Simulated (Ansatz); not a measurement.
Input and command of a plane-wave DFT calculation in Ansatz:

```yaml
crystal:
  lattice:
    - [0.0, -4.8382036357, 0.0]
    - [0.0, 0.0, -3.2203479143]
    - [9.6764072713, 0.0, -0.3220347914]
  atoms:
    - { symbol: Hf, position: [1.0, -0.045125, 0.45125] }
    - { symbol: Hf, position: [1.0, -0.095125, 0.95125] }
    - { symbol: Hf, position: [0.5, 0.479875, 0.20125] }
    - { symbol: Hf, position: [0.5, 0.429875, 0.70125] }
    - { symbol: O, position: [0.194919183, 0.4951290408, 0.0487095915] }
    - { symbol: O, position: [0.194919183, 0.4451290408, 0.5487095915] }
    - { symbol: O, position: [0.694919183, -0.0103790408, 0.1037904085] }
    - { symbol: O, position: [0.694919183, -0.0603790408, 0.6037904085] }
    - { symbol: O, position: [0.305080817, -0.0298709592, 0.2987095915] }
    - { symbol: O, position: [0.305080817, -0.0798709592, 0.7987095915] }
    - { symbol: O, position: [0.805080817, 0.4646209592, 0.3537904085] }
    - { symbol: O, position: [0.805080817, 0.4146209591, 0.8537904085] }
basis:
  ecutwfc: 500
kpoints:
  mp_grid: { grid: [5, 7, 3] }
hamiltonian:
  xc: r2scan
scf:
  occupations: { method: gaussian, width: 0.05 }
output:
  forces: true
  stress: true
  eigenvalues: true
```

```bash
ansatz run input.yaml --threads 2 --pin off --max-ram 5120MiB --backend cpu --events-out ev --progress --plain --runs-dir out
```

Processor: Arm Neoverse V1, 2 threads, on a host shared with other jobs.

Q: Estimate time, memory and problem size.

A: About 100 s on 2 threads of Arm Neoverse V1, on a shared host, peak memory 1.1 GiB. It solves 92 bands at 53 k points (the mesh reduced by the symmetry that the task leaves, which can be less than the crystal's) with about 3831 plane waves, in 9 SCF iterations.
